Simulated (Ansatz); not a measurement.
The following input was run with Ansatz 0.2.0.

```yaml
crystal:
  lattice:
    - [0.0, 2.45058275, 2.45058275]
    - [2.45058275, 0.0, 2.45058275]
    - [2.45058275, 2.45058275, 0.0]
  atoms:
    - { symbol: "Y", position: [0.0, 0.0, 0.0] }
basis:
  ecutwfc: 420
kpoints:
  mp_grid: { grid: [14, 14, 14] }
hamiltonian:
  xc: pbesol
scf:
  occupations: { method: gaussian, width: 0.1 }
output:
  forces: true
  stress: true
  eigenvalues: true
```

Run as
```bash
ansatz run input.yaml --threads 1 --pin off --max-ram 1331MiB --backend cpu --events-out ev --progress --plain --runs-dir out
```

Method: DFT PBEsol, scalar-relativistic, plane waves, PAW (Ansatz 0.2.0).

Part of what the program printed, abridged:

```
Pseudopotentials: kind: paw
Pseudopotential: Y, paw, valence charge 11, recommended cutoff 420 eV (normal)
Functional definition: PBEsol
Crystal: 1 atom, lattice volume = 29.433 Å³
Basis set: ecut = 420 eV, 561 PW (Γ), exchange–correlation on 48×48×48 points (8 copies of the dense FFT grid, shifted against one another)
Bands: 10, of which v1, the nominal top of the filled ones, is band 6 counted from 1 (5 counted from 0)
Symmetry: 48 space group operations
Space group: Fm-3m (ITA 225), of the structure as read, at distance tolerance 3.1e-5 Å
k-points: 104 of 2744
Initial density: superposition of atomic densities (neutral atoms: chi_scale 0, normalization atom), corrected by the library's trained network
Initial wavefunctions: pseudopotential atomic-orbital guess
Functional: x = pbesol(κ = 0.804, μ = 0.12345679), c = pbesol(β = 0.046)
SCF iter   1: F=—  HF=-3795.048448 eV  |F-HF|=—  |Δ(HF+E_count)|=         —  Δρ=2.24e-3  dr2=8.29e-4  ethr=1.77e-3  ⟨swp⟩=5.0  Hψ=5883  notcnv=0
SCF iter   2: F=—  HF=-3795.048400 eV  |F-HF|=—  |Δ(HF+E_count)|=   4.74e-5  Δρ=1.24e-3  dr2=3.31e-4  ethr=7.53e-6  ⟨swp⟩=2.7  Hψ=2303  notcnv=0
SCF iter   3: F=—  HF=-3795.048379 eV  |F-HF|=—  |Δ(HF+E_count)|=   2.09e-5  Δρ=2.96e-4  dr2=2.46e-5  ethr=3.01e-6  ⟨swp⟩=1.5  Hψ=1082  notcnv=0
SCF iter   4: F=—  HF=-3795.048369 eV  |F-HF|=—  |Δ(HF+E_count)|=   9.99e-6  Δρ=7.25e-5  dr2=1.02e-6  ethr=2.24e-7  ⟨swp⟩=2.3  Hψ=1566  notcnv=0
SCF iter   5: F=-3795.048369 eV  HF=-3795.048369 eV  |F-HF|=3.57e-8  |Δ(HF+E_count)|=   3.58e-7  Δρ=1.69e-5  dr2=5.81e-8  ethr=9.23e-9  ⟨swp⟩=2.0  Hψ=1584  notcnv=0
SCF iter   6: F=-3795.048369 eV  HF=-3795.048369 eV  |F-HF|=1.99e-9  |Δ(HF+E_count)|=   1.86e-8  Δρ=3.99e-6  dr2=3.22e-9  ethr=5.28e-10  ⟨swp⟩=2.5  Hψ=3799  notcnv=0
SCF 1 converged in 6 iterations: F = -3795.048369 eV  dr2 = 3.22e-9
SCF converged after 6 iterations
Free energy (F): -3795.048369 eV
Harris-Foulkes:  -3795.048369 eV  (|F-HF|=1.99e-9)
Internal energy: -3795.040595 eV  (E = F + TS)
E sigma→0 (E₀):  -3795.044482 eV
Entropy (-TS):   -0.007774 eV (-7.774 meV/atom)
Fermi energy:    10.565677 eV
--- Per-component energies (eV) ---
  E_band       = -106.095843
  E_kinetic    = 306.417401
  E_local      = -575.156998  (includes V_loc(G=0)·N_el)
  E_nonlocal   = 52.142154
  E_hartree    = 181.973865
  E_xc         = -172.036820
  E_vxc        = -198.617491  (∫ρ·V_xc dr)
  E_paw        = -2773.573120  (= ΣΔE_a)
  E_vpaw       = -54.827397  (= ΣTr[D̂ρ^β])
  E_aug_tail   = 0.000002  (compensation charges beyond the density's cutoff)
  E_ewald      = -814.955851
  E_core_change = 0.148773  (= ΣΔE_core)
  E_smearing   = -0.007774  (= −TS)
--- Forces (eV/Å), atoms counted from 1 ---
  atom   1  Y      0.00000000     0.00000000     0.00000000
--- Stress (GPa, compression-positive) ---
        2.073063       0.000000       0.000000
        0.000000       2.073063       0.000000
        0.000000       0.000000       2.073063
  P = ⅓ Tr σ = 2.0731 GPa (20.731 kbar)
--- Band table (eV; the first three rows and the last of 104) ---
  k-point 0: bands = ["-31.7572", "-11.3986", "-11.3986", "-11.3986", "5.6981", "12.4390", "12.4390", "12.4390", "14.7144", "14.7144"]
  k-point 1: bands = ["-31.7521", "-11.4410", "-11.4038", "-11.4038", "5.8400", "12.2768", "12.5067", "12.5067", "14.6334", "14.6334"]
  k-point 2: bands = ["-31.7381", "-11.5580", "-11.4182", "-11.4182", "6.2445", "11.8908", "12.6622", "12.6622", "14.4856", "14.4856"]
  k-point 103: bands = ["-31.6209", "-11.9689", "-11.8659", "-11.6934", "9.5955", "10.5226", "11.2452", "13.5660", "16.8810", "18.5602"]
```

The run converged.